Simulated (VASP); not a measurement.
CdSe:

```
Cd Se
1.0
     0.00000    3.09841    3.09841
     3.09841    0.00000    3.09841
     3.09841    3.09841    0.00000
Cd Se
1 1
Direct
  0.00000 0.00000 0.00000
  0.75000 0.75000 0.75000
```

Measurements of this composition are mostly on another form, of space group No. 186.

```yaml
Program: VASP 6.6.1
Task: relaxation of cell and atoms
Functional: PBEsol
Potentials_or_basis: VASP PAW PBE potentials, release 64 (Cd, Se)
Cutoff: 600 eV
k_mesh: 10 × 10 × 10
Occupations: gaussian, width 0.02 eV
Spin: no spin polarisation
```

At the start: pressure -2.3 GPa; volume 29.75 Å³/atom.

Question: How do energy, volume and symmetry change on relaxing?

Answer: Over 3 steps the energy falls by 11.3 meV/atom and the volume is 28.27 Å³/atom (-5.0 %); space group F-43m (No. 216, to 0.05 Å).

Step by step:
```
step  energy change (eV)  largest force (eV/Å)  pressure (GPa)  volume (Å³)
   1              0.0000                0.0000           -2.34        59.49
   2             -0.0211                0.0000            0.69        55.82
   3             -0.0227                0.0000           -0.01        56.54
```

Final structure:
```
Cd Se
1.0
     0.00000    3.04628    3.04628
     3.04628    0.00000    3.04628
     3.04628    3.04628    0.00000
Cd Se
1 1
Cartesian
  0.0000 0.0000 0.0000
  4.5694 4.5694 4.5694
```

Caveat: the PAW data sets were made with another functional, which shifts forces and pressure a little.
